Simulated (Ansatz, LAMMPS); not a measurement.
## Atom list for Liquid Al2O3, relaxed from a frame at 2363 K (130 atoms)

Calculated values (Ansatz 0.2.0, Kohn-Sham DFT, PBE, PAW (set soft_2), plane waves; cutoff 420 eV, Γ point, fermi-dirac smearing of 0.204 eV; density 2.93 g/cm³) for step 2 of a relaxation.

Extended XYZ; positions in Å, forces in eV/Å:

```xyz
130
Lattice="11.449 0.000 0.000 0.000 11.449 0.000 0.000 0.000 11.449" Properties=species:S:1:pos:R:3:forces:R:3 pbc="T T T"
Al 7.825 9.550 11.394 0.019 1.673 1.631
Al 1.890 2.857 6.435 0.477 -1.919 -4.226
Al 10.987 1.718 9.054 0.486 -1.671 -0.297
Al 7.644 8.501 4.924 0.785 1.468 -0.047
Al 0.463 9.467 8.899 1.173 2.064 -0.946
Al 4.976 7.035 1.353 -1.512 0.575 1.650
Al 8.002 10.886 2.912 -2.475 -0.877 0.726
Al 9.237 3.181 6.037 -1.622 -2.203 -0.072
Al 2.888 4.471 1.037 -0.720 0.335 0.524
Al 7.614 6.988 2.426 3.462 2.570 0.367
Al 2.641 4.811 4.447 0.070 -0.803 1.956
Al 10.361 5.501 0.702 -1.247 -1.071 0.458
Al 6.212 10.814 9.050 -0.675 1.662 -1.507
Al 5.048 3.312 5.429 1.638 -1.490 1.110
Al 2.201 2.103 2.912 -1.761 1.731 -1.152
Al 0.091 5.599 5.649 -2.654 -1.709 -1.396
Al 8.231 1.667 8.174 -0.318 0.665 1.666
Al 8.678 11.315 6.044 2.119 -0.403 -1.311
Al 2.635 7.108 3.014 -1.470 0.386 0.250
Al 7.418 2.516 3.861 0.611 2.328 -0.354
Al 4.335 6.917 5.803 1.239 0.202 1.295
Al 2.321 0.061 8.605 0.376 1.957 0.588
Al 4.665 4.339 10.368 0.844 -0.982 1.609
Al 5.268 6.884 9.450 -1.522 0.137 2.345
Al 11.284 6.556 8.681 -3.932 -2.176 -0.200
Al 2.703 8.098 8.485 -1.341 0.974 2.764
Al 9.367 10.373 9.075 -2.033 -0.634 5.756
Al 6.977 5.651 5.203 -0.626 -2.181 -0.233
Al 5.876 4.018 2.001 0.888 0.983 -1.206
Al 7.940 3.771 11.078 -0.745 0.444 2.525
Al 2.750 11.109 4.563 2.228 0.169 1.810
Al 0.534 2.768 0.414 -1.125 -0.406 1.595
Al 5.398 10.486 1.058 0.648 3.603 1.488
Al 4.888 1.981 8.445 0.425 -0.118 2.434
Al 10.823 7.301 3.062 1.337 1.206 1.678
Al 4.095 8.916 11.037 0.190 3.261 1.173
Al 1.679 10.685 11.423 -1.814 -1.709 -0.661
Al 8.100 7.333 7.860 -0.684 -1.350 -0.797
Al 10.542 8.546 0.301 1.239 0.809 -2.262
Al 3.661 1.645 0.029 -0.518 -3.940 0.394
Al 5.250 0.978 3.408 0.039 1.371 0.773
Al 9.637 4.406 8.734 0.446 -3.127 0.337
Al 10.593 8.369 6.129 -0.756 0.742 4.355
Al 11.437 10.756 2.643 0.845 -1.232 2.054
Al 4.915 11.436 6.456 0.220 0.851 -1.112
Al 0.398 11.232 5.947 -5.644 -4.528 -1.389
Al 10.202 1.676 2.789 -1.047 1.290 3.030
Al 8.589 6.925 10.452 0.609 -1.259 -1.409
Al 5.132 9.077 3.858 -0.698 2.947 -3.042
Al 6.468 4.232 8.156 -0.103 1.910 0.634
Al 10.040 0.371 0.332 -0.114 -2.997 -0.784
Al 1.538 3.924 9.386 -0.104 0.694 0.291
O 10.314 0.192 5.191 0.915 -0.615 1.164
O 3.226 0.998 3.614 1.656 -0.358 -0.135
O 5.403 2.858 3.216 0.262 0.338 1.514
O 10.301 2.658 7.773 -0.278 0.241 -0.294
O 10.363 8.135 4.571 -0.052 -0.953 -4.429
O 0.929 6.442 3.502 -0.549 0.399 0.271
O 1.286 4.380 5.581 1.308 0.026 -0.278
O 9.082 10.764 7.605 -0.913 1.625 -4.340
O 7.569 10.249 9.817 3.485 -0.327 0.538
O 6.620 3.894 9.934 -0.967 -0.310 0.509
O 7.454 3.482 1.532 0.028 -0.171 -1.358
O 10.712 6.761 11.003 -0.203 1.738 0.019
O 5.441 8.787 1.013 -0.490 -1.645 -2.090
O 0.469 1.414 3.113 1.568 1.040 -0.181
O 5.536 8.098 5.129 1.654 -1.912 2.545
O 7.781 6.875 4.253 0.510 -2.034 -0.419
O 2.512 0.307 10.438 0.824 2.863 -1.388
O 2.681 3.881 3.027 -0.654 -0.868 -1.834
O 3.514 7.666 10.111 0.314 -1.060 -3.132
O 8.254 7.860 0.378 -0.609 2.079 2.131
O 11.153 8.679 1.973 0.242 1.080 0.225
O 9.565 0.788 9.700 0.043 -0.853 1.588
O 4.010 10.233 5.508 -1.027 1.078 -1.144
O 3.874 0.776 7.786 -1.019 -1.544 -0.242
O 0.156 9.541 7.102 -0.976 0.415 -2.448
O 0.348 4.391 0.990 -0.420 0.308 -0.342
O 7.174 8.854 3.040 0.201 -0.574 0.171
O 5.049 5.184 5.301 0.669 1.260 0.365
O 9.561 10.090 0.263 -0.226 1.058 -0.489
O 0.439 9.559 10.630 -0.460 -0.051 1.184
O 8.660 8.318 6.570 0.783 0.698 -1.103
O 3.347 2.978 5.498 -0.943 1.610 -1.126
O 4.926 5.293 8.948 0.518 -0.288 -2.331
O 8.086 10.337 4.749 -1.165 -1.331 -0.442
O 6.541 1.342 8.807 0.922 -0.990 0.473
O 1.608 0.733 6.280 4.721 4.521 0.596
O 2.878 9.729 0.554 2.232 -2.209 1.005
O 4.620 4.025 0.779 -0.109 -0.356 -0.197
O 10.139 4.497 5.602 1.336 2.395 0.148
O 3.899 7.493 7.537 1.907 -1.986 -3.439
O 3.078 6.583 4.639 -0.598 -1.381 1.101
O 2.450 9.829 8.565 -0.717 -1.983 -0.335
O 6.213 6.120 2.257 -2.160 -2.852 0.316
O 9.162 2.622 3.941 1.500 -0.714 -0.337
O 6.205 10.751 7.301 0.261 -1.386 0.580
O 8.379 1.488 6.487 -0.528 2.312 -1.557
O 7.404 6.059 6.782 -1.362 -0.353 2.252
O 0.837 7.784 8.832 5.094 0.905 0.297
O 5.414 6.424 11.305 -0.268 -0.558 -3.409
O 0.487 11.322 1.056 -1.163 0.871 -0.216
O 7.274 10.932 1.187 -0.622 -2.050 -1.005
O 9.548 8.680 9.550 0.852 -1.167 -0.840
O 1.989 3.128 7.977 0.643 0.102 3.780
O 7.140 0.993 3.321 -0.563 -2.792 -1.151
O 5.220 3.270 7.391 0.811 0.832 -1.491
O 8.444 5.412 11.391 1.439 1.158 0.488
O 5.138 10.748 3.116 0.234 -3.059 -0.316
O 3.091 6.160 1.651 0.965 -0.574 -1.110
O 2.430 2.480 0.937 -3.022 0.678 1.681
O 6.885 7.446 9.167 1.865 0.078 0.059
O 0.619 2.611 10.165 -0.170 -0.865 0.039
O 0.438 0.062 8.681 0.121 1.355 0.121
O 11.205 6.792 6.815 0.135 0.635 0.356
O 4.230 2.306 10.110 2.100 3.095 -3.674
O 4.530 0.556 1.026 0.423 1.346 0.529
O 9.675 11.392 2.581 1.446 -0.348 -0.517
O 9.456 3.458 10.312 0.700 -0.271 -1.695
O 9.294 6.170 8.758 0.142 1.145 0.269
O 5.587 1.427 5.395 -1.601 -0.727 -0.715
O 9.729 6.276 2.226 -1.314 -0.245 -0.542
O 10.212 1.892 1.041 1.459 2.545 -0.979
O 1.314 10.378 4.252 -3.844 -0.793 -1.383
O 5.212 10.223 10.327 -1.974 -0.945 1.191
O 4.001 8.155 2.831 0.205 0.164 0.459
O 2.811 4.492 10.528 -1.263 0.442 0.605
O 0.041 4.839 8.789 0.795 0.445 0.697
O 7.186 3.791 5.064 -0.401 0.960 0.377
O 8.152 3.701 7.800 0.193 -0.561 -0.048
```

The network of bonds at the start is that of the classical potential that made the cell. Only the Γ point is sampled, in a cell whose shortest periodic width is 11 Å.

The r.m.s. force component is 1.57 eV/Å; the longest force, 7.37 eV/Å, acts on Al46. The energy lies 167.2 meV/atom below that of the first step of this run.

[Logs are printed without paths, hosts, clocks, repeated set-up lines and the standing remarks that a program may print on its own settings, such as how far it seeks lower states.]

[Hosts, paths, dates, database ids (printed as entryN), source tags and the programs' standing remarks are cut or masked in the printed files.]
